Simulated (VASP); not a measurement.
A run of VASP 6.6.1 is set up as follows.

The input INCAR:

```
PREC = Accurate
ENCUT = 350
EDIFF = 1E-7
ISMEAR = 0
SIGMA = 0.1
LREAL = F
LASPH = T
NELM = 100
ALGO = Fast
ISIF = 2
LWAVE = F
LCHARG = F
ISPIN = 2
MAGMOM = 0.8
LORBIT = 11
LMAXMIX = 4
GGA = CA
NBANDS = 15
```

Contents of KPOINTS:

```
regular mesh
0
Gamma
  10 10 10
```

The input POSCAR:

```
Ni                                      
1.0
    0.0000000000      1.6941717390      1.6941717390
    1.6941717390      0.0000000000      1.6941717390
    1.6941717390      1.6941717390     -0.0000000000
  Ni            
     1
Direct
     0.0000000000000000    0.0000000000000000    0.0000000000000000
```

Potentials or basis: VASP PAW LDA potentials, release 64 (Ni).

Run with:

```console
$ cat potpaw_LDA.64/Ni/POTCAR > POTCAR
$ mpirun -np 1 vasp_std > vasp.out
```

**Question.** Estimate the net moment.

**Answer.** 0.64 μB per cell.

**Question.** Predict the band gap on the k mesh.

**Answer.** None (metal or under the smearing width).

**Question.** Estimate the pressure.

**Answer.** 8.2 GPa.
